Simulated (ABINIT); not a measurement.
GaN, 2 atoms in the cell. It takes space group F-43m (No. 216, cubic). Conventional cell: a = 4.507 Å, b = 4.507 Å, c = 4.507 Å, α = 90.00°, β = 90.00°, γ = 90.00°. Ga (site symmetry -43m) is surrounded by 4 N at 1.95 Å. Around N (site symmetry -43m) lie 4 Ga at 1.95 Å. The cell is a database's computed one.

- Program: ABINIT 10.8.3 (patched build)
- Task: equation of state
- Functional: LDA
- Potentials or basis: JTH PAW LDA v2.0
- Cutoff: 544 eV
- k mesh: 10 × 10 × 10
- Occupations: fermi-dirac, width 0.05 eV
- Spin: no spin polarisation
- Fine-grid cutoff: 1088.46 eV

Potentials or basis: JTH PAW LDA v2.0.

The run is started by

```console
$ abinit run.abi > log 2>&1
```

Hardware: 1 thread of Arm Neoverse V2, with other jobs on the host.

Estimate the wall time of this run.

Wall time 71 s on 1 thread of Arm Neoverse V2, on a shared host, peak memory 0.12 GiB. Counts: scf iterations 74, k points 47, bands 13, plane waves 635.
